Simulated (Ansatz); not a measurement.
# GaP (F-43m) in Ansatz: a series of runs

Aim: see how the results for GaP move with the level of theory and the settings. Levels: PBE, BLYP+D3(BJ), PBEsol, RPBE+D3(BJ). Tasks: single point, relaxation of cell and atoms.

Everything below comes from runs of Ansatz 0.2.0. Logs are shortened: lines on timing, memory, paths and dates and some standing lists are left out, and cuts for length are marked.

**Experimental background.**

From “Stacking defects in GaP nanowires: Electronic structure and optical properties”, 2018, arxiv:1810.01194, for a bulk crystal of GaP at 10 K: band gap 2.34 eV (indirect).

The runs below are set against these values where they give the same quantity.

### Step 1. The crystal as given

It takes space group F-43m (No. 216, cubic). The conventional cell has a = 5.451 Å, b = 5.451 Å, c = 5.451 Å, α = 90.00°, β = 90.00°, γ = 90.00°. Around Ga (site symmetry -43m) lie 4 P at 2.36 Å. P (site symmetry -43m) has 4 Ga at 2.36 Å as nearest neighbours.

### Step 2. Single point, PBE

File input.yaml:

```yaml
crystal:
  lattice:
    - [0.0, 2.72525, 2.72525]
    - [2.72525, 0.0, 2.72525]
    - [2.72525, 2.72525, 0.0]
  atoms:
    - { symbol: Ga, position: [0.0, 0.0, 0.0] }
    - { symbol: P, position: [0.75, 0.75, 0.75] }
kpoints:
  mp_grid: { grid: [6, 6, 6] }
scf:
  occupations: { method: fermi_dirac, width: 0.04 }
hamiltonian:
  xc: pbe
  pseudopotentials: { kind: all_electron, lapw: { basis_error: 0.002 } }
output:
  forces: true
  stress: true
  eigenvalues: true
```

Potentials or basis: all-electron LAPW, scalar-relativistic.

The run is started by

```sh
$ ansatz run input.yaml --threads 1 --pin off --max-ram 3072MiB --backend cpu --events-out ev --progress --plain --runs-dir out
```

Log:

```text
Warning: RAYON_NUM_THREADS=1 ignored (pool sized by the plan → 1); use --threads N
LAPW: plane waves up to 8.159 Å⁻¹, error target 2.0e-3 eV per atom; small_component_spin mean_spin; P in spheres of 1.055 Å, 13 of its electrons in bands, Dirac shells []; Ga in spheres of 1.305 Å, 21 of its electrons in bands, Dirac shells [] (how accurate: hamiltonian.pseudopotentials.lapw.basis_error, Limitations)
Engine: ansatz 0.2.0, aarch64-unknown-linux-gnu
Pseudopotentials: kind: all_electron
Pseudopotential: Ga, LAPW, valence charge 21, lapw/all_electron/scalar/gaussian/Ga, Koelling and Harmon's equation, gaussian nucleus
Pseudopotential: P, LAPW, valence charge 13, lapw/all_electron/scalar/gaussian/P, Koelling and Harmon's equation, gaussian nucleus
Functional definition: PBE
  parameter kappa = 0.804
  parameter beta = 0.06672455060314922
  exchange = pbe_x(kappa = kappa, mu = beta*pi^2/3)
  correlation = pbe_c(beta = beta)
Crystal: 2 atoms, lattice volume = 40.481 Å³
Basis set: ecut = 253.60657602051944 eV, 339 PW (Γ), exchange–correlation at level 2
Bands: 21, of which v1, the nominal top of the filled ones, is band 17 counted from 1 (16 counted from 0)
Symmetry: 24 space group operations
Space group: F-43m (ITA 216), of the structure as read, at distance tolerance 3.4e-5 Å
k-points: 16 of 216 (time reversal used)
Non-local potential: Ga, projectors of the file, none
Non-local potential: P, projectors of the file, none
Initial density: superposition of atomic densities (chi_scale 0.1, normalization cell, long waves kept (reshape's long-wave potential 0.00 eV rms))
Initial wavefunctions: plane waves of lowest kinetic energy (no species holds an atomic orbital)
Functional: x = pbe(κ = 0.804, μ = 0.2195149727645171), c = pbe(β = 0.06672455060314922)
iter 1 solved again at ethr=2.50e-3 eV; its pass at ethr=1.00e-1 eV (dr2=8.50e-1 eV) is discarded
SCF iter   1: F=—  HF=-62209.929004 eV  |F-HF|=—  |Δ(HF+E_count)|=         —  Δρ=3.90e-2  dr2=8.52e-1  ethr=2.50e-3  ⟨swp⟩=2.0  Hψ=2280  notcnv=0
preconditioner: auto → none  [insulator: Δε(μ)=2.034 eV  Ē_g=15.009 eV  σ=0.040 eV  W_gap=1.00  n_scr=14 (ndim 8)  ℏωp=24.8 eV  f_vac=0.017  D(μ)=0.00/eV (n_scr^D=0)  ε∞_Penn≈3.7]
iter 2 solved again at ethr=2.41e-4 eV; its pass at ethr=2.50e-3 eV (dr2=8.18e-2 eV) is discarded
SCF iter   2: F=—  HF=-62209.684001 eV  |F-HF|=—  |Δ(HF+E_count)|=   2.45e-1  Δρ=1.54e-2  dr2=8.17e-2  ethr=2.41e-4  ⟨swp⟩=2.0  Hψ=1731  notcnv=0
SCF iter   3: F=—  HF=-62209.662369 eV  |F-HF|=—  |Δ(HF+E_count)|=   2.16e-2  Δρ=7.04e-3  dr2=1.59e-2  ethr=2.40e-4  ⟨swp⟩=2.0  Hψ=977  notcnv=0
SCF iter   4: F=—  HF=-62209.659161 eV  |F-HF|=—  |Δ(HF+E_count)|=         —  Δρ=1.92e-3  dr2=1.37e-3  ethr=4.67e-5  ⟨swp⟩=2.0  Hψ=954  notcnv=0
the basis was enlarged: its passes take 131.1 KiB over the memory plan, 1 of 1 planned eigensolver slots
SCF iter   5: F=—  HF=-62209.658487 eV  |F-HF|=—  |Δ(HF+E_count)|=   6.74e-4  Δρ=2.98e-4  dr2=2.32e-5  ethr=4.03e-6  ⟨swp⟩=2.1  Hψ=921  notcnv=0
SCF iter   6: F=—  HF=-62209.658528 eV  |F-HF|=—  |Δ(HF+E_count)|=   4.17e-5  Δρ=4.71e-5  dr2=6.02e-7  ethr=6.84e-8  ⟨swp⟩=3.0  Hψ=977  notcnv=0
SCF iter   7: F=-62209.658530 eV  HF=-62209.658530 eV  |F-HF|=9.36e-9  |Δ(HF+E_count)|=   1.47e-6  Δρ=4.42e-6  dr2=1.05e-8  ethr=1.77e-9  ⟨swp⟩=3.0  Hψ=977  notcnv=0
SCF 1 converged in 7 iterations: F = -62209.658530 eV  dr2 = 1.05e-8
SCF converged after 7 iterations
Free energy (F): -62209.658530 eV
Harris-Foulkes:  -62209.658530 eV  (|F-HF|=9.36e-9)
Internal energy: -62209.658530 eV  (E = F + TS)
E sigma→0 (E₀):  -62209.658530 eV
Fermi energy:    9.348513 eV
--- Per-component energies (eV) ---
  E_band       = -1791.372021
  E_kinetic    = 63284.596978
  E_xc         = -2691.918171
  E_electrostatic = -122802.337337  (all electrons and nuclei)
  E_smearing   = -0.000000  (= −TS)
  E_closure    = 0.000000  (closes the sum)
  E_atoms      = -62200.568823  (free atoms, spherical and without spin; not in F)
  Σ components = -62209.658530   (vs F -62209.658530, Δ=0.00e0)
  Basis errors (estimates in eV, not in F): energy 8.9e-4 per atom: plane waves 7.9e-4 (4.7e-4 summed), levels above the bands 5.1e-75, relativity 4.5e-8, radial functions 9.6e-5, core shells 1.9e-11; eigenvalues (radial functions only) 1.7e-5; not estimated: angular momenta, meshes, grids; target (lapw.basis_error) 2.0e-3; muffin-tin radii P 1.055 Å, Ga 1.305 Å
--- Forces (eV/Å), atoms counted from 1 ---
  atom   1  Ga     0.00000000    -0.00000000    -0.00000000
  atom   2  P     -0.00000000     0.00000000     0.00000000
  max |Σ_I F_I| component: 1.73e-17 eV/Å
--- Stress (GPa, compression-positive) ---
        2.515230      -0.000000       0.000000
       -0.000000       2.515230       0.000000
        0.000000       0.000000       2.515230
  P = ⅓ Tr σ = 2.5152 GPa (25.152 kbar)
--- Band table (eV; the first three rows and the last of 16) ---
  k-point 0: bands = ["-159.2001", "-134.8012", "-109.6747", "-109.6747", "-109.6747", "-85.5327", "-85.5327", "-85.5327", "-5.9967", "-5.9967", "-5.9967", "-5.8979", "-5.8979", "-3.9575", "8.5356", "8.5356", "8.5356", "10.3647", "12.4200", "12.4200", "12.4200"]
  k-point 1: bands = ["-159.2001", "-134.8012", "-109.6747", "-109.6747", "-109.6747", "-85.5327", "-85.5327", "-85.5327", "-6.0200", "-5.9888", "-5.9888", "-5.8978", "-5.8978", "-3.6009", "6.1492", "8.1648", "8.1648", "10.9511", "12.9683", "12.9683", "13.5627"]
  k-point 2: bands = ["-159.2001", "-134.8012", "-109.6747", "-109.6747", "-109.6747", "-85.5327", "-85.5327", "-85.5327", "-6.0608", "-5.9762", "-5.9762", "-5.8942", "-5.8942", "-2.6531", "3.3288", "7.6289", "7.6289", "10.4358", "13.3447", "13.3447", "16.1346"]
  k-point 15: bands = ["-159.2001", "-134.8012", "-109.6747", "-109.6747", "-109.6747", "-85.5327", "-85.5327", "-85.5327", "-6.1016", "-5.9506", "-5.9367", "-5.9181", "-5.8847", "-0.9209", "1.9297", "5.1607", "5.2731", "12.0128", "12.1836", "16.0848", "16.1084"]
```

Run time: 5.3 s. Hardware: 1 thread of Arm Neoverse V1, shared host; peak memory 0.23 GiB.

What came out:

| Item | Value |
| --- | --- |
| Free energy | -62209.6585 eV |
| Pressure | 2.5 GPa |
| Band gap on the k mesh | 1.65 eV, indirect (least direct gap 1.83 eV) |

Levels at points of the mesh, in eV from the valence-band top:
```csv
k point,band 13,band 14,band 15,band 16,band 17,band 18,band 19,band 20,band 21
"(0.00, 0.00, 0.00)",-14.43,-12.49,0.00,0.00,0.00,1.83,3.88,3.88,3.88
"(0.00, 0.00, -0.50)",-14.43,-10.43,-6.63,-1.12,-1.12,1.67,4.71,4.71,8.28
"(0.00, -0.50, -0.50)",-14.41,-9.53,-6.76,-2.68,-2.68,1.65,1.82,10.58,10.58
```

### Step 3. Single point, PBE

File input.yaml:

```yaml
crystal:
  lattice:
    - [0.0, 2.72525, 2.72525]
    - [2.72525, 0.0, 2.72525]
    - [2.72525, 2.72525, 0.0]
  atoms:
    - { symbol: Ga, position: [0.0, 0.0, 0.0] }
    - { symbol: P, position: [0.75, 0.75, 0.75] }
kpoints:
  mp_grid: { grid: [8, 8, 8] }
scf:
  occupations: { method: gaussian, width: 0.03 }
hamiltonian:
  xc: pbe
  pseudopotentials: { kind: all_electron, lapw: { basis_error: 0.001 } }
output:
  forces: true
  stress: true
  eigenvalues: true
```

Potentials or basis: all-electron LAPW, scalar-relativistic.

The run is started by

```sh
$ ansatz run input.yaml --threads 1 --pin off --max-ram 3072MiB --backend cpu --events-out ev --progress --plain --runs-dir out
```

Run time: 10 s. Hardware: 1 thread of Arm Neoverse V1, shared host; peak memory 0.26 GiB.

The run converged. Its results:

- Free energy: -62209.6730 eV
- Pressure: 2.5 GPa
- Band gap on the k mesh: 1.64 eV, indirect (least direct gap 1.83 eV)

Levels at points of the mesh, in eV from the valence-band top:
```tsv
k point	band 15	band 16	band 17	band 18	band 19	band 20
(0.00, 0.00, 0.00)	0.00	0.00	0.00	1.83	3.89	3.89
(0.00, 0.00, -0.50)	-6.63	-1.12	-1.12	1.68	4.72	4.72
(0.00, -0.50, -0.50)	-6.75	-2.68	-2.68	1.66	1.83	10.58
```

### Step 4. Relaxation of cell and atoms, BLYP+D3(BJ)

Edit input.yaml of step 3 so:

```diff
@@ -11,5 +11,6 @@
 scf:
-  occupations: { method: gaussian, width: 0.03 }
+  occupations: { method: fermi_dirac, width: 0.05 }
 hamiltonian:
-  xc: pbe
+  xc: blyp
+  dispersion: d3bj
   pseudopotentials: { kind: all_electron, lapw: { basis_error: 0.001 } }
@@ -18,2 +19,5 @@
   stress: true
-  eigenvalues: true
+relax:
+  f_tol: 0.005
+  max_steps: 60
+  cell: {}
```

The run is started by

```sh
$ ansatz run input.yaml --threads 1 --pin off --max-ram 3072MiB --backend cpu --events-out ev --progress --plain --runs-dir out
```

Run time: 14 s. Hardware: 1 thread of Arm Neoverse V1, shared host; peak memory 0.28 GiB.

Results (log left out):

```
Free energy               : -62224.9786 eV
Energy gained by relaxing : 0.0 meV/atom
Ionic steps               : 2
Pressure after relaxing   : 0.0 GPa
Band gap on the k mesh    : 1.66 eV
```

Final structure:
```
CELL_PARAMETERS angstrom
0.00000 2.72525 2.72525
2.72525 0.00000 2.72525
2.72525 2.72525 0.00000
ATOMIC_POSITIONS crystal
Ga 0.00000 0.00000 0.00000
P 0.75000 0.75000 0.75000
```

### Step 5. Relaxation of cell and atoms, PBEsol

Edit input.yaml of step 4 so:

```diff
@@ -13,4 +13,3 @@
 hamiltonian:
-  xc: blyp
-  dispersion: d3bj
+  xc: pbesol
   pseudopotentials: { kind: all_electron, lapw: { basis_error: 0.001 } }
```

Potentials or basis: all-electron LAPW, scalar-relativistic.

The run is started by

```sh
$ ansatz run input.yaml --threads 1 --pin off --max-ram 3072MiB --backend cpu --events-out ev --progress --plain --runs-dir out
```

Log:

```text
Warning: RAYON_NUM_THREADS=1 ignored (pool sized by the plan → 1); use --threads N
The last accepted step is kept in <dir> (removed where the run ends without a failure and the disk answers)
LAPW: plane waves up to 8.902 Å⁻¹, error target 1.0e-3 eV per atom; small_component_spin mean_spin; P in spheres of 1.032 Å, 13 of its electrons in bands, Dirac shells []; Ga in spheres of 1.257 Å, 21 of its electrons in bands, Dirac shells [] (how accurate: hamiltonian.pseudopotentials.lapw.basis_error, Limitations)
[... 4 set-up lines as earlier in the session ...]
Functional definition: PBEsol
  exchange = pbesol_x
  correlation = pbesol_c
Crystal: 2 atoms, lattice volume = 40.481 Å³
Basis set: ecut = 301.90470604437934 eV, 531 PW (Γ), exchange–correlation at level 2
Bands: 21, of which v1, the nominal top of the filled ones, is band 17 counted from 1 (16 counted from 0)
[... 2 set-up lines as earlier in the session ...]
k-points: 29 of 512 (time reversal used)
[... 4 set-up lines as earlier in the session ...]
Functional: x = pbesol(κ = 0.804, μ = 0.12345679012345678), c = pbesol(β = 0.046)
iter 1 solved again at ethr=2.28e-3 eV; its pass at ethr=1.00e-1 eV (dr2=7.74e-1 eV) is discarded
SCF iter   1: F=—  HF=-62154.489154 eV  |F-HF|=—  |Δ(HF+E_count)|=         —  Δρ=3.82e-2  dr2=7.75e-1  ethr=2.28e-3  ⟨swp⟩=2.0  Hψ=4099  notcnv=0
preconditioner: auto → none  [insulator: Δε(μ)=1.963 eV  Ē_g=14.962 eV  σ=0.050 eV  W_gap=1.00  n_scr=14 (ndim 8)  ℏωp=24.8 eV  f_vac=0.017  D(μ)=0.00/eV (n_scr^D=0)  ε∞_Penn≈3.7]
iter 2 solved again at ethr=2.21e-4 eV; its pass at ethr=2.28e-3 eV (dr2=7.50e-2 eV) is discarded
SCF iter   2: F=—  HF=-62154.241861 eV  |F-HF|=—  |Δ(HF+E_count)|=   2.47e-1  Δρ=1.51e-2  dr2=7.50e-2  ethr=2.21e-4  ⟨swp⟩=2.0  Hψ=3141  notcnv=0
SCF iter   3: F=—  HF=-62154.213676 eV  |F-HF|=—  |Δ(HF+E_count)|=   2.82e-2  Δρ=6.90e-3  dr2=1.40e-2  ethr=2.20e-4  ⟨swp⟩=2.0  Hψ=1767  notcnv=0
SCF iter   4: F=—  HF=-62154.208356 eV  |F-HF|=—  |Δ(HF+E_count)|=         —  Δρ=2.25e-3  dr2=1.91e-3  ethr=4.12e-5  ⟨swp⟩=2.0  Hψ=1651  notcnv=0
the basis was enlarged: its passes take 194.2 KiB over the memory plan, 1 of 1 planned eigensolver slots
[... 29 lines left out ...]
SCF iter   1: F=—  HF=-62154.208013 eV  |F-HF|=—  |Δ(HF+E_count)|=         —  Δρ=5.12e-6  dr2=1.48e-8  ethr=4.36e-11  ⟨swp⟩=3.5  Hψ=2890  notcnv=0
preconditioner: auto → none  [insulator: Δε(μ)=1.502 eV  Ē_g=15.473 eV  σ=0.050 eV  W_gap=1.00  n_scr=14 (ndim 8)  ℏωp=24.8 eV  f_vac=0.112  D(μ)=0.00/eV (n_scr^D=0)  ε∞_Penn≈3.6]
SCF iter   2: F=-62154.208013 eV  HF=-62154.208013 eV  |F-HF|=1.21e-8  |Δ(HF+E_count)|=   2.98e-9  Δρ=2.83e-6  dr2=4.63e-9  ethr=4.36e-11  ⟨swp⟩=3.0  Hψ=1824  notcnv=0
SCF 4 converged in 2 iterations: F = -62154.208013 eV  dr2 = 4.63e-9
relax step   4: F+E_penalty+E_count = -62154.20801253 eV  Δ(F+E_penalty+E_count) = -7.854e-8 eV  max|allowed force component| = 1.561e-17 eV/Å  Δτ_max = 0.0000 Å  P = +0.002 GPa  Ω = 40.207 Å³  stress off target by 1.92e-3 GPa  SCF on the basis re-selected at this cell (its energy is not comparable with the rows above)  (2 SCF iters)
basis re-selected at this cell: Δ(F+E_penalty+E_count) = -7.854e-8 eV, ΔP = +0.001 GPa vs the last step (what re-selecting the basis moved, after the strain that the cell walked since its last selection, with what the two solves' SCF thresholds leave and, on support functions, any second-order correction that the steps lacked; it is no measure of the basis error at this ecutwfc). This SCF's stress stands 1.92e-3 GPa from its target on what of the cell is left free (relax.cell.stress_tol is 5.00e-2 GPa) and its largest allowed force component is 1.56e-17 eV/Å (relax.f_tol is 5.00e-3 eV/Å): within both
SCF converged after 2 iterations
Free energy (F): -62154.208013 eV
Harris-Foulkes:  -62154.208013 eV  (|F-HF|=1.21e-8)
Internal energy: -62154.208013 eV  (E = F + TS)
E sigma→0 (E₀):  -62154.208013 eV
Entropy (-TS):   -0.000000 eV (-0.000 meV/atom)
Fermi energy:    9.263933 eV
--- Per-component energies (eV) ---
  E_band       = -1789.044932
  E_kinetic    = 63219.143139
  E_xc         = -2634.954532
  E_electrostatic = -122738.396619  (all electrons and nuclei)
  E_smearing   = -0.000000  (= −TS)
  E_closure    = 0.000000  (closes the sum)
  E_atoms      = -62144.310062  (free atoms, spherical and without spin; not in F)
  Σ components = -62154.208013   (vs F -62154.208013, Δ=0.00e0)
  Basis errors (estimates in eV, not in F): energy 4.5e-4 per atom: plane waves 4.0e-4 (2.4e-4 summed), levels above the bands 8.2e-30, relativity 1.4e-8, radial functions 4.6e-5, core shells 2.3e-11; eigenvalues (radial functions only) 4.5e-7; not estimated: angular momenta, meshes, grids; target (lapw.basis_error) 1.0e-3; muffin-tin radii P 1.030 Å, Ga 1.254 Å
--- Forces (eV/Å), atoms counted from 1 ---
  atom   1  Ga     0.00000000    -0.00000000    -0.00000000
  atom   2  P     -0.00000000     0.00000000     0.00000000
  max |Σ_I F_I| component: 7.23e-18 eV/Å
--- Stress (GPa, compression-positive) ---
        0.001917      -0.000000      -0.000000
       -0.000000       0.001917       0.000000
       -0.000000       0.000000       0.001917
  P = ⅓ Tr σ = 0.0019 GPa (0.019 kbar)
--- Relaxed structure (3 steps of the walk, 3 accepted, 1 SCFs on fresh bases) ---
  F+E_penalty+E_count = -62154.20801253 eV   max|allowed force component| = 1.561e-17 eV/Å   (the final SCF, on the basis selected at the relaxed cell)
  cell:  # Å, volume = 40.2067 Å³
    - [-1.7005804159789032e-33, 2.719085881081609, 2.719085881081609]
    - [2.719085881081609, 5.923369988241123e-34, 2.719085881081609]
    - [2.719085881081609, 2.719085881081609, 7.6430580493433856e-34]
  atoms:
    - { symbol: Ga, position: [1.9875893839424277e-34, -6.625297946474758e-35, -6.919755632984748e-35] }
    - { symbol: P, position: [0.75, 0.75, 0.75] }
```

Wall time 25 s (1 thread of Arm Neoverse V1, shared host); peak memory 0.28 GiB.

What came out:

| Item | Value |
| --- | --- |
| Free energy | -62154.2080 eV |
| Relaxed volume | 20.10 Å³/atom |
| Relaxed cell | a = 3.845 Å, b = 3.845 Å, c = 3.845 Å, α = 60.00°, β = 60.00°, γ = 60.00° |
| Space group after relaxing (to 0.05 Å) | F-43m (No. 216) |
| Energy gained by relaxing | 0.2 meV/atom |
| Ionic steps | 4 |
| Pressure after relaxing | 0.0 GPa |
| Band gap on the k mesh | 1.50 eV |

Step by step:
```tsv
step	energy change (eV)	largest force (eV/Å)	volume (Å³)
1	0.0000	0.0000	40.48
2	-0.0004	0.0000	40.29
3	-0.0005	0.0000	40.21
4	-0.0005	0.0000	40.21
```

Final structure:
```yaml
crystal:
  lattice:
    - [0.00000, 2.71909, 2.71909]
    - [2.71909, 0.00000, 2.71909]
    - [2.71909, 2.71909, 0.00000]
  atoms:
    - { symbol: Ga, position: [0.00000, 0.00000, 0.00000] }
    - { symbol: P, position: [0.75000, 0.75000, 0.75000] }
```

A k mesh can miss the band edges. As with any semilocal functional, this PBEsol gap is likely too small.

(Part 1 of 2 ends here.)
